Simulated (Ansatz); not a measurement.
# AlN: two normal modes frozen in, part 2 of 3

How does the energy of AlN (P6_3mc, No. 186; 4 atoms in the cell) change over two coordinates at once? A grid of runs gives the map.

Ansatz 0.2.0; DFT PBE, scalar-relativistic, plane waves, PAW. Earlier steps stand in the parts before.

**3. Full relaxation**

Contents of input.yaml:

```yaml
crystal:
  lattice:
    - [3.1110021516, 0.0, 0.0]
    - [-1.5555010758, 2.6942068945, 0.0]
    - [0.0, 0.0, 4.978]
  atoms:
    - { symbol: Al, position: [0.3333333333, 0.6666666667, 0.0] }
    - { symbol: Al, position: [0.6666666667, 0.3333333333, 0.5] }
    - { symbol: "N", position: [0.3333333333, 0.6666666667, 0.385] }
    - { symbol: "N", position: [0.6666666667, 0.3333333333, 0.885] }
basis:
  ecutwfc: 520.0
kpoints:
  mp_grid: { grid: [9, 9, 6] }
hamiltonian:
  xc: pbe
  pseudopotentials: { kind: paw, azcp: { folder: soft_1 } }
scf:
  occupations: { method: gaussian, width: 0.02 }
output:
  forces: true
  stress: true
  eigenvalues: true
  write_density: true
  write_potential: true
  elf: true
  volumetric_format: npy
relax:
  adjacent_minimum: "off"
  f_tol: 0.005
  max_steps: 80
  cell: { stress_tol: 0.05 }
```

Started as:

```console
$ ansatz run input.yaml --threads 1 --pin off --max-ram 2048MiB --backend cpu --events-out ev --progress --plain --runs-dir out
```

Output:

```text
Warning: RAYON_NUM_THREADS=1 ignored (pool sized by the plan → 1); use --threads N
Engine: ansatz 0.2.0, x86_64-unknown-linux-gnu
Pseudopotentials: kind: paw
Pseudopotential: Al, paw, valence charge 3, recommended cutoff 420 eV (normal), <dir>
Pseudopotential: N, paw, valence charge 5, recommended cutoff 420 eV (normal), <dir>
Functional definition: PBE
  parameter kappa = 0.804
  parameter beta = 0.06672455060314922
  exchange = pbe_x(kappa = kappa, mu = beta*pi^2/3)
  correlation = pbe_c(beta = beta)
Crystal: 4 atoms, lattice volume = 41.724 Å³
Basis set: ecut = 520 eV, 1105 PW (Γ), exchange–correlation on 48×48×80 points (8 copies of the dense FFT grid, shifted against one another)
Bands: 12, of which v1, the nominal top of the filled ones, is band 8 counted from 1 (7 counted from 0)
Symmetry: 12 space group operations
Space group: P63mc (ITA 186), of the structure as read, at distance tolerance 3.5e-5 Å
k-points: 48 of 486 (time reversal used)
Non-local potential: Al, projectors of the file, l = 0: 2, l = 1: 2, l = 2: 1
Non-local potential: N, projectors of the file, l = 0: 2, l = 1: 2, l = 2: 1
PAW form: soft (Blöchl's): semilocal exchange-correlation on the pseudo side does not see the compensation charge
PAW one-centre angular grid: Al, 110 points (default); XC on 64 Gauss nodes
PAW one-centre angular grid: N, 110 points (default); XC on 64 Gauss nodes
Initial density: superposition of atomic densities (chi_scale 0.1, normalization cell, long waves kept (reshape's long-wave potential 0.00 eV rms))
Initial wavefunctions: pseudopotential atomic-orbital guess
Functional: x = pbe(κ = 0.804, μ = 0.2195149727645171), c = pbe(β = 0.06672455060314922)
SCF iter   1: F=—  HF=-1851.416482 eV  |F-HF|=—  |Δ(HF+E_count)|=         —  Δρ=1.39e-1  dr2=9.85e0  ethr=3.10e-3  ⟨swp⟩=5.6  Hψ=3612  notcnv=0
preconditioner: auto → none  [insulator: Δε(μ)=5.407 eV  Ē_g=14.276 eV  σ=0.020 eV  W_gap=1.00  n_scr=2 (ndim 8)  ℏωp=23.0 eV  f_vac=0.000  D(μ)=0.00/eV (n_scr^D=0)  ε∞_Penn≈3.6]
SCF iter   2: F=—  HF=-1848.598754 eV  |F-HF|=—  |Δ(HF+E_count)|=    2.82e0  Δρ=3.60e-2  dr2=3.95e-1  ethr=3.10e-3  ⟨swp⟩=3.0  Hψ=1698  notcnv=0
SCF iter   3: F=—  HF=-1848.516206 eV  |F-HF|=—  |Δ(HF+E_count)|=   8.25e-2  Δρ=1.40e-2  dr2=4.84e-2  ethr=2.47e-3  ⟨swp⟩=1.0  Hψ=664  notcnv=0
SCF iter   4: F=—  HF=-1848.510673 eV  |F-HF|=—  |Δ(HF+E_count)|=   5.53e-3  Δρ=5.71e-4  dr2=7.18e-5  ethr=3.02e-4  ⟨swp⟩=2.1  Hψ=796  notcnv=0
SCF iter   5: F=—  HF=-1848.510684 eV  |F-HF|=—  |Δ(HF+E_count)|=   1.07e-5  Δρ=7.30e-5  dr2=7.59e-7  ethr=4.49e-7  ⟨swp⟩=2.0  Hψ=956  notcnv=0
SCF iter   6: F=-1848.510684 eV  HF=-1848.510684 eV  |F-HF|=2.82e-8  |Δ(HF+E_count)|=   5.81e-7  Δρ=1.02e-5  dr2=3.49e-8  ethr=6.25e-10  ⟨swp⟩=9.1  Hψ=4449  notcnv=0
SCF 1 converged in 6 iterations: F = -1848.510684 eV  dr2 = 3.49e-8
relax step   1: F+E_penalty+E_count = -1848.51068425 eV  Δ(F+E_penalty+E_count) = +0.000e0 eV  max|allowed force component| = 1.802e-1 eV/Å  Δτ_max = 0.0000 Å  P = +3.964 GPa  Ω = 41.724 Å³  (6 SCF iters, dr2 threshold 1.00e-7 eV, accepted)
Crystal: 4 atoms, lattice volume = 42.136 Å³
Initial density: handed on by an earlier stage of this run
Initial wavefunctions: those handed on with the density
iter 1 solved again at ethr=1.55e-5 eV; its pass at ethr=3.10e-3 eV (dr2=2.49e-3 eV) is discarded
SCF iter   1: F=—  HF=-1848.520272 eV  |F-HF|=—  |Δ(HF+E_count)|=         —  Δρ=2.27e-3  dr2=2.50e-3  ethr=1.55e-5  ⟨swp⟩=1.0  Hψ=3613  notcnv=0
preconditioner: auto → none  [insulator: Δε(μ)=4.074 eV  Ē_g=13.054 eV  σ=0.020 eV  W_gap=1.00  n_scr=2 (ndim 8)  ℏωp=22.9 eV  f_vac=0.000  D(μ)=0.00/eV (n_scr^D=0)  ε∞_Penn≈4.1]
SCF iter   2: F=—  HF=-1848.519548 eV  |F-HF|=—  |Δ(HF+E_count)|=   7.24e-4  Δρ=4.20e-4  dr2=8.04e-5  ethr=1.55e-5  ⟨swp⟩=2.3  Hψ=1029  notcnv=0
SCF iter   3: F=—  HF=-1848.519501 eV  |F-HF|=—  |Δ(HF+E_count)|=   4.75e-5  Δρ=1.56e-4  dr2=7.12e-6  ethr=5.03e-7  ⟨swp⟩=2.0  Hψ=903  notcnv=0
iter 4 did not close the SCF: its close was put off for the readings that it lacked (scf_convergence_deferred on its scf_iter line)
SCF iter   4: F=-1848.519500 eV  HF=-1848.519500 eV  |F-HF|=1.11e-8  |Δ(HF+E_count)|=   6.24e-7  Δρ=1.09e-5  dr2=2.38e-8  ethr=4.45e-8  ⟨swp⟩=2.0  Hψ=958  notcnv=0
iter 5 did not close the SCF: its close was put off for the readings that it lacked (scf_convergence_deferred on its scf_iter line)
SCF iter   5: F=-1848.519500 eV  HF=-1848.519500 eV  |F-HF|=1.83e-9  |Δ(HF+E_count)|=   1.50e-8  Δρ=2.65e-6  dr2=1.26e-9  ethr=1.49e-10  ⟨swp⟩=2.8  Hψ=1011  notcnv=0
SCF iter   6: F=-1848.519500 eV  HF=-1848.519500 eV  |F-HF|=3.87e-12  |Δ(HF+E_count)|=   2.13e-9  Δρ=1.74e-7  dr2=8.65e-12  ethr=7.86e-12  ⟨swp⟩=4.3  Hψ=2712  notcnv=0
SCF 2 converged in 6 iterations: F = -1848.519500 eV  dr2 = 8.65e-12
relax step   2: F+E_penalty+E_count = -1848.51950041 eV  Δ(F+E_penalty+E_count) = -8.816e-3 eV  max|allowed force component| = 1.354e-1 eV/Å  Δτ_max = 0.0026 Å  P = +1.970 GPa  Ω = 42.136 Å³  energy of the carried Pulay correction = -2.989e-5 eV  (6 SCF iters, dr2 threshold 4.00e-7 eV, accepted)
Crystal: 4 atoms, lattice volume = 42.575 Å³
Basis set: ecut = 520 eV, 1117 PW (Γ), exchange–correlation on 48×48×80 points (8 copies of the dense FFT grid, shifted against one another)
iter 1 solved again at ethr=1.85e-5 eV; its pass at ethr=3.10e-3 eV (dr2=2.97e-3 eV) is discarded
SCF iter   1: F=—  HF=-1848.524477 eV  |F-HF|=—  |Δ(HF+E_count)|=         —  Δρ=2.49e-3  dr2=3.00e-3  ethr=1.85e-5  ⟨swp⟩=1.0  Hψ=3633  notcnv=0
preconditioner: auto → none  [insulator: Δε(μ)=4.013 eV  Ē_g=12.971 eV  σ=0.020 eV  W_gap=1.00  n_scr=2 (ndim 8)  ℏωp=22.8 eV  f_vac=0.000  D(μ)=0.00/eV (n_scr^D=0)  ε∞_Penn≈4.1]
SCF iter   2: F=—  HF=-1848.523588 eV  |F-HF|=—  |Δ(HF+E_count)|=   8.89e-4  Δρ=5.02e-4  dr2=1.08e-4  ethr=1.85e-5  ⟨swp⟩=2.4  Hψ=1033  notcnv=0
SCF iter   3: F=—  HF=-1848.523529 eV  |F-HF|=—  |Δ(HF+E_count)|=   5.87e-5  Δρ=1.76e-4  dr2=8.66e-6  ethr=6.76e-7  ⟨swp⟩=2.0  Hψ=909  notcnv=0
iter 4 did not close the SCF: its close was put off for the readings that it lacked (scf_convergence_deferred on its scf_iter line)
SCF iter   4: F=-1848.523529 eV  HF=-1848.523529 eV  |F-HF|=1.35e-8  |Δ(HF+E_count)|=   5.25e-7  Δρ=1.64e-5  dr2=5.93e-8  ethr=5.41e-8  ⟨swp⟩=2.0  Hψ=960  notcnv=0
iter 5 did not close the SCF: its close was put off for the readings that it lacked (scf_convergence_deferred on its scf_iter line)
SCF iter   5: F=-1848.523529 eV  HF=-1848.523529 eV  |F-HF|=2.92e-9  |Δ(HF+E_count)|=   2.41e-8  Δρ=3.52e-6  dr2=2.18e-9  ethr=3.70e-10  ⟨swp⟩=2.7  Hψ=1005  notcnv=0
SCF iter   6: F=-1848.523529 eV  HF=-1848.523529 eV  |F-HF|=1.09e-11  |Δ(HF+E_count)|=   3.37e-9  Δρ=1.97e-7  dr2=1.01e-11  ethr=1.36e-11  ⟨swp⟩=4.4  Hψ=2749  notcnv=0
SCF 3 converged in 6 iterations: F = -1848.523529 eV  dr2 = 1.01e-11
relax step   3: F+E_penalty+E_count = -1848.52352897 eV  Δ(F+E_penalty+E_count) = -4.029e-3 eV  max|allowed force component| = 3.771e-2 eV/Å  Δτ_max = 0.0043 Å  P = -0.064 GPa  Ω = 42.575 Å³  energy of the carried Pulay correction = -6.144e-5 eV  (6 SCF iters, dr2 threshold 4.00e-7 eV, accepted)
Crystal: 4 atoms, lattice volume = 42.555 Å³
iter 1 solved again at ethr=4.61e-7 eV; its pass at ethr=3.10e-3 eV (dr2=7.37e-5 eV) is discarded
SCF iter   1: F=—  HF=-1848.523658 eV  |F-HF|=—  |Δ(HF+E_count)|=         —  Δρ=3.97e-4  dr2=7.60e-5  ethr=4.61e-7  ⟨swp⟩=2.4  Hψ=3751  notcnv=0
preconditioner: auto → none  [insulator: Δε(μ)=4.050 eV  Ē_g=12.990 eV  σ=0.020 eV  W_gap=1.00  n_scr=2 (ndim 8)  ℏωp=22.8 eV  f_vac=0.000  D(μ)=0.00/eV (n_scr^D=0)  ε∞_Penn≈4.1]
SCF iter   2: F=—  HF=-1848.523594 eV  |F-HF|=—  |Δ(HF+E_count)|=   6.37e-5  Δρ=1.45e-4  dr2=7.58e-6  ethr=4.61e-7  ⟨swp⟩=2.2  Hψ=939  notcnv=0
SCF iter   3: F=—  HF=-1848.523594 eV  |F-HF|=—  |Δ(HF+E_count)|=   5.61e-7  Δρ=3.64e-5  dr2=2.79e-7  ethr=4.74e-8  ⟨swp⟩=2.0  Hψ=937  notcnv=0
iter 4 did not close the SCF: its close was put off for the readings that it lacked (scf_convergence_deferred on its scf_iter line)
SCF iter   4: F=-1848.523594 eV  HF=-1848.523594 eV  |F-HF|=4.21e-9  |Δ(HF+E_count)|=   9.47e-8  Δρ=5.59e-6  dr2=9.11e-9  ethr=1.74e-9  ⟨swp⟩=2.0  Hψ=960  notcnv=0
iter 5 did not close the SCF: its close was put off for the readings that it lacked (scf_convergence_deferred on its scf_iter line)
SCF iter   5: F=-1848.523594 eV  HF=-1848.523594 eV  |F-HF|=2.12e-10  |Δ(HF+E_count)|=  4.22e-10  Δρ=1.17e-6  dr2=1.86e-10  ethr=5.70e-11  ⟨swp⟩=2.1  Hψ=853  notcnv=0
SCF iter   6: F=-1848.523594 eV  HF=-1848.523594 eV  |F-HF|=1.14e-12  |Δ(HF+E_count)|=  2.36e-10  Δρ=6.72e-8  dr2=6.96e-13  ethr=1.17e-12  ⟨swp⟩=3.5  Hψ=2597  notcnv=0
SCF 4 converged in 6 iterations: F = -1848.523594 eV  dr2 = 6.96e-13
relax step   4: F+E_penalty+E_count = -1848.52359399 eV  Δ(F+E_penalty+E_count) = -6.503e-5 eV  max|allowed force component| = 7.290e-3 eV/Å  Δτ_max = 0.0027 Å  P = +0.058 GPa  Ω = 42.555 Å³  energy of the carried Pulay correction = -5.997e-5 eV  (6 SCF iters, dr2 threshold 1.79e-7 eV, accepted)
Crystal: 4 atoms, lattice volume = 42.563 Å³
iter 1 solved again at ethr=5.12e-8 eV; its pass at ethr=3.10e-3 eV (dr2=8.19e-6 eV) is discarded
SCF iter   1: F=—  HF=-1848.523695 eV  |F-HF|=—  |Δ(HF+E_count)|=         —  Δρ=1.76e-4  dr2=1.11e-5  ethr=5.12e-8  ⟨swp⟩=2.2  Hψ=3878  notcnv=0
preconditioner: auto → none  [insulator: Δε(μ)=4.039 eV  Ē_g=12.987 eV  σ=0.020 eV  W_gap=1.00  n_scr=2 (ndim 8)  ℏωp=22.8 eV  f_vac=0.000  D(μ)=0.00/eV (n_scr^D=0)  ε∞_Penn≈4.1]
SCF iter   2: F=—  HF=-1848.523654 eV  |F-HF|=—  |Δ(HF+E_count)|=   4.12e-5  Δρ=7.58e-5  dr2=1.83e-6  ethr=5.12e-8  ⟨swp⟩=2.0  Hψ=960  notcnv=0
iter 3 did not close the SCF: its close was put off for the readings that it lacked (scf_convergence_deferred on its scf_iter line)
SCF iter   3: F=-1848.523654 eV  HF=-1848.523654 eV  |F-HF|=7.14e-9  |Δ(HF+E_count)|=   2.03e-7  Δρ=8.66e-6  dr2=1.67e-8  ethr=1.15e-8  ⟨swp⟩=2.0  Hψ=960  notcnv=0
iter 4 did not close the SCF: its close was put off for the readings that it lacked (scf_convergence_deferred on its scf_iter line)
SCF iter   4: F=-1848.523654 eV  HF=-1848.523654 eV  |F-HF|=6.78e-10  |Δ(HF+E_count)|=   9.53e-9  Δρ=2.29e-6  dr2=9.82e-10  ethr=1.04e-10  ⟨swp⟩=2.6  Hψ=1014  notcnv=0
iter 5 did not close the SCF: its close was put off for the readings that it lacked (scf_convergence_deferred on its scf_iter line)
SCF iter   5: F=-1848.523654 eV  HF=-1848.523654 eV  |F-HF|=1.77e-11  |Δ(HF+E_count)|=  8.65e-10  Δρ=3.34e-7  dr2=3.68e-11  ethr=6.13e-12  ⟨swp⟩=2.2  Hψ=934  notcnv=0
SCF iter   6: F=-1848.523654 eV  HF=-1848.523654 eV  |F-HF|=2.27e-13  |Δ(HF+E_count)|=  2.27e-12  Δρ=6.49e-8  dr2=5.66e-13  ethr=1.00e-12  ⟨swp⟩=3.6  Hψ=2397  notcnv=0
SCF 5 converged in 6 iterations: F = -1848.523654 eV  dr2 = 5.66e-13
relax step   5: F+E_penalty+E_count = -1848.52365362 eV  Δ(F+E_penalty+E_count) = -5.962e-5 eV  max|allowed force component| = 1.290e-3 eV/Å  Δτ_max = 0.0010 Å  P = +0.003 GPa  Ω = 42.563 Å³  energy of the carried Pulay correction = -6.053e-5 eV  (6 SCF iters, accepted)
Initial wavefunctions: pseudopotential atomic-orbital guess (no wavefunctions were taken with the density)
iter 1 solved again at ethr=1.64e-8 eV; its pass at ethr=3.10e-3 eV (dr2=2.62e-6 eV) is discarded
SCF iter   1: F=—  HF=-1848.523683 eV  |F-HF|=—  |Δ(HF+E_count)|=         —  Δρ=1.16e-4  dr2=1.03e-7  ethr=1.64e-8  ⟨swp⟩=3.0  Hψ=5558  notcnv=0
preconditioner: auto → none  [insulator: Δε(μ)=4.038 eV  Ē_g=12.987 eV  σ=0.020 eV  W_gap=1.00  n_scr=2 (ndim 8)  ℏωp=22.8 eV  f_vac=0.000  D(μ)=0.00/eV (n_scr^D=0)  ε∞_Penn≈4.1]
SCF iter   2: F=—  HF=-1848.523692 eV  |F-HF|=—  |Δ(HF+E_count)|=   9.76e-6  Δρ=5.82e-5  dr2=2.68e-8  ethr=6.43e-10  ⟨swp⟩=2.1  Hψ=949  notcnv=0
SCF iter   3: F=—  HF=-1848.523708 eV  |F-HF|=—  |Δ(HF+E_count)|=   1.59e-5  Δρ=5.05e-6  dr2=3.31e-9  ethr=1.68e-10  ⟨swp⟩=2.9  Hψ=1037  notcnv=0
SCF iter   4: F=—  HF=-1848.523708 eV  |F-HF|=—  |Δ(HF+E_count)|=   7.68e-8  Δρ=7.81e-7  dr2=1.58e-10  ethr=2.07e-11  ⟨swp⟩=2.7  Hψ=953  notcnv=0
iter 5 did not close the SCF: its close was put off for the readings that it lacked (scf_convergence_deferred on its scf_iter line)
SCF iter   5: F=-1848.523708 eV  HF=-1848.523708 eV  |F-HF|=1.14e-12  |Δ(HF+E_count)|=  9.25e-11  Δρ=3.25e-7  dr2=2.46e-11  ethr=1.00e-12  ⟨swp⟩=2.0  Hψ=856  notcnv=0
SCF iter   6: F=-1848.523708 eV  HF=-1848.523708 eV  |F-HF|=0.00e0  |Δ(HF+E_count)|=  4.09e-12  Δρ=1.48e-8  dr2=3.50e-14  ethr=1.00e-12  ⟨swp⟩=3.9  Hψ=2317  notcnv=0
SCF 6 converged in 6 iterations: F = -1848.523708 eV  dr2 = 3.50e-14
relax step   6: F+E_penalty+E_count = -1848.52370835 eV  Δ(F+E_penalty+E_count) = -5.473e-5 eV  max|allowed force component| = 1.284e-3 eV/Å  Δτ_max = 0.0000 Å  P = +0.000 GPa  Ω = 42.563 Å³  stress off target by 3.30e-2 GPa  SCF on the basis re-selected at this cell (its energy is not comparable with the rows above)  (6 SCF iters)
basis re-selected at this cell: Δ(F+E_penalty+E_count) = -5.473e-5 eV, ΔP = -0.003 GPa vs the last step (what re-selecting the basis moved, of the pressure what is left beyond the Pulay correction that the steps carried, after the strain that the cell walked since its last selection, with what the two solves' SCF thresholds leave and, on support functions, any second-order correction that the steps lacked; it is no measure of the basis error at this ecutwfc). This SCF's stress stands 3.30e-2 GPa from its target on what of the cell is left free (relax.cell.stress_tol is 5.00e-2 GPa) and its largest allowed force component is 1.28e-3 eV/Å (relax.f_tol is 5.00e-3 eV/Å): within both
SCF converged after 6 iterations
Free energy (F): -1848.523708 eV
Harris-Foulkes:  -1848.523708 eV  (|F-HF|=0.00e0)
Internal energy: -1848.523708 eV  (E = F + TS)
E sigma→0 (E₀):  -1848.523708 eV
Fermi energy:    8.960088 eV
--- Per-component energies (eV) ---
  E_band       = 27.820129
  E_kinetic    = 311.757506
  E_local      = -424.278873  (includes V_loc(G=0)·N_el)
  E_nonlocal   = 88.906464
  E_hartree    = 156.409664
  E_xc         = -197.659918
  E_vxc        = -213.405036  (∫ρ·V_xc dr)
  E_paw        = -1195.525346  (= ΣΔE_a)
  E_vpaw       = -47.979205  (= ΣTr[D̂ρ^β])
  E_aug_tail   = -0.000055  (compensation charges beyond the density's cutoff)
  E_ewald      = -588.133152
  E_smearing   = -0.000000  (= −TS)
  E_closure    = 0.000000  (closes the sum)
  Σ components = -1848.523708   (vs F -1848.523708, Δ=0.00e0)
--- Forces (eV/Å), atoms counted from 1 ---
  atom   1  Al     0.00000000    -0.00000000    -0.00128270
  atom   2  Al    -0.00000000     0.00000000    -0.00128270
  atom   3  N      0.00000000     0.00000000     0.00128555
  atom   4  N     -0.00000000     0.00000000     0.00128555
  max |Σ_I F_I| component: 5.70e-6 eV/Å
--- Stress (GPa, compression-positive) ---
       -0.016331      -0.000000      -0.000000
        0.000000      -0.016331       0.000000
       -0.000000       0.000000       0.032963
  P = ⅓ Tr σ = 0.0001 GPa (0.001 kbar)
--- Band table (eV; the first three rows and the last of 48) ---
  k-point 0: bands = ["-8.1127", "-6.0354", "1.0458", "6.0983", "6.0983", "6.7375", "6.7375", "6.9409", "10.9793", "13.4567", "17.4017", "17.9742"]
  k-point 1: bands = ["-8.0091", "-6.2341", "1.4055", "6.1388", "6.1388", "6.3375", "6.6923", "6.6923", "11.4806", "13.5217", "17.2280", "17.9444"]
  k-point 2: bands = ["-7.7092", "-6.7092", "2.3534", "5.0591", "6.2511", "6.2511", "6.5707", "6.5707", "12.4402", "13.5776", "16.9519", "17.9338"]
  k-point 47: bands = ["-5.6456", "-5.6456", "2.1710", "2.1710", "3.1625", "3.1625", "6.1552", "6.1552", "14.2956", "14.2956", "14.6562", "14.6562"]
--- Relaxed structure (5 steps of the walk, 5 accepted, 1 SCFs on fresh bases) ---
  F+E_penalty+E_count = -1848.52370835 eV   max|allowed force component| = 1.284e-3 eV/Å   (the final SCF, on the basis selected at the relaxed cell)
  cell:  # Å, volume = 42.5627 Å³
    - [3.1298889820921696, 0.0, 0.0]
    - [-1.5649444910460848, 2.710563369516837, 4.986794346449356e-35]
    - [0.0, 9.213940587576511e-35, 5.016956297419712]
  atoms:
    - { symbol: Al, position: [0.3333333333333333, 0.6666666666666666, 0.0017290859466888681] }
    - { symbol: Al, position: [0.6666666666666665, 0.3333333333333333, 0.5017290859466889] }
    - { symbol: N, position: [0.3333333333333333, 0.6666666666666666, 0.3832709140533111] }
    - { symbol: N, position: [0.6666666666666665, 0.3333333333333333, 0.8832709140533113] }
```

Wall time 31 s (1 thread of Intel Xeon Platinum 8259CL at 2.50GHz (Skylake/Cascade Lake), shared host); peak memory 0.38 GiB.

Relaxation path:

| step | energy from step 1 (eV/cell) | largest force component (eV/Å) | pressure (GPa) | volume (Å³) |
| --- | --- | --- | --- | --- |
| 1 | 0.0000 | 0.1802 | 3.96 | 41.72 |
| 2 | -0.0088 | 0.1354 | 1.97 | 42.14 |
| 3 | -0.0128 | 0.0377 | -0.06 | 42.58 |
| 4 | -0.0129 | 0.0073 | 0.06 | 42.55 |
| 5 | -0.0130 | 0.0013 | 0.00 | 42.56 |
| 6 | -0.0130 | 0.0013 | 0.00 | 42.56 |

Step 1 is the start. Step 6 repeats the geometry before it on a plane-wave basis chosen anew for that cell, so its energy need not be comparable with the rows above.

|  | before | after | change |
| --- | --- | --- | --- |
| a (Å) | 3.111 | 3.130 | +0.6 % |
| b (Å) | 3.111 | 3.130 | +0.6 % |
| c (Å) | 4.978 | 5.017 | +0.8 % |
| volume (Å³/atom) | 10.43 | 10.64 | +2.0 % |
| shortest distance (Å) | 1.885 | 1.902 | +0.9 % |
| space group (0.01 Å) | P6_3mc | P6_3mc | same |

Forces and stress were held to the start's 12 operations: a distortion of lower symmetry was not tested.

Density in a lattice plane of the grid's cell (edges 3.13 and 5.02 Å, at 0.333 of the third edge), which holds Al and N.

Ten even steps from '0' (0.05 e/Å³) to '9' (3.49 e/Å³):
```
00000124788631
10000125999842
00000125899742
00000013677521
00000011343210
00000001111100
00000000000000
00000000000000
00000000000000
00000000000000
01111000000000
11111100000000
01111000000000
00000000000000
00000000000000
00000000000000
00000000000000
00000000000000
00000001111110
00000012344321
```
Columns run along the first of these edges and rows up along the second, over one cell in 14 and 20 even steps from the bottom left corner. Atoms in the plane (fractional): Al at (0.67, 0.50), N at (0.67, 0.88).

ELF in the same plane.

Ten even steps from '0' (0.02) to '9' (0.86):
```
84226899756899
84226899512699
74125898523699
63114789878898
41012579999987
21001368999975
11001135788642
22222211111111
45555420000002
77777640021015
88888752000037
88888763000147
77777753100146
66776542101134
45655321000112
23443210000001
11221111111111
21111234555443
42113577888876
73125899989998
```
Columns run along the first of these edges and rows up along the second, over one cell in 14 and 20 even steps from the bottom left corner. Atoms in the plane (fractional): Al at (0.67, 0.50), N at (0.67, 0.88).

Both are smooth fields of the valence electrons: close to the nuclei they are not physical.

The highest ELF values outside the cores: 0.89 on the N–Al line, 0.8 Å from N.

**4. Reference cell**

Contents of input.yaml:

```yaml
crystal:
  lattice:
    - [3.1298889821, 0.0, 0.0]
    - [-1.564944491, 2.7105633695, 0.0]
    - [0.0, 0.0, 5.0169562974]
  atoms:
    - { symbol: Al, position: [0.3333333333, 0.6666666667, 0.0017290859] }
    - { symbol: Al, position: [0.6666666667, 0.3333333333, 0.5017290859] }
    - { symbol: "N", position: [0.3333333333, 0.6666666667, 0.3832709141] }
    - { symbol: "N", position: [0.6666666667, 0.3333333333, 0.8832709141] }
basis:
  ecutwfc: 520.0
kpoints:
  mp_grid: { grid: [9, 9, 6] }
hamiltonian:
  xc: pbe
  pseudopotentials: { kind: paw, azcp: { folder: soft_1 } }
scf:
  occupations: { method: gaussian, width: 0.05 }
output:
  forces: true
  stress: true
  eigenvalues: true
```

Started as:

```console
$ ansatz run input.yaml --threads 1 --pin off --max-ram 2048MiB --backend cpu --events-out ev --progress --plain --runs-dir out
```

Output, shortened:

```text
Warning: RAYON_NUM_THREADS=1 ignored (pool sized by the plan → 1); use --threads N
[...]
[... 4 set-up lines as earlier in the session ...]
[...]
Crystal: 4 atoms, lattice volume = 42.563 Å³
[...]
  atom   3  N     -0.00000000    -0.00000000     0.00131736
  atom   4  N      0.00000000     0.00000000     0.00131736
[...]
--- Stress (GPa, compression-positive) ---
       -0.017018       0.000000      -0.000000
        0.000000      -0.017018       0.000000
       -0.000000       0.000000       0.032490
  P = ⅓ Tr σ = -0.0005 GPa (-0.005 kbar)
--- Band table (eV; the first three rows and the last of 48) ---
  k-point 0: bands = ["-8.1127", "-6.0355", "1.0457", "6.0982", "6.0982", "6.7374", "6.7374", "6.9408", "10.9792", "13.4567", "17.4016", "17.9742"]
[...]
```

Wall time 4.4 s (1 thread of Intel Xeon Platinum 8259CL at 2.50GHz (Skylake/Cascade Lake), shared host); peak memory 0.38 GiB.

(Part 2 of 3 ends here.)
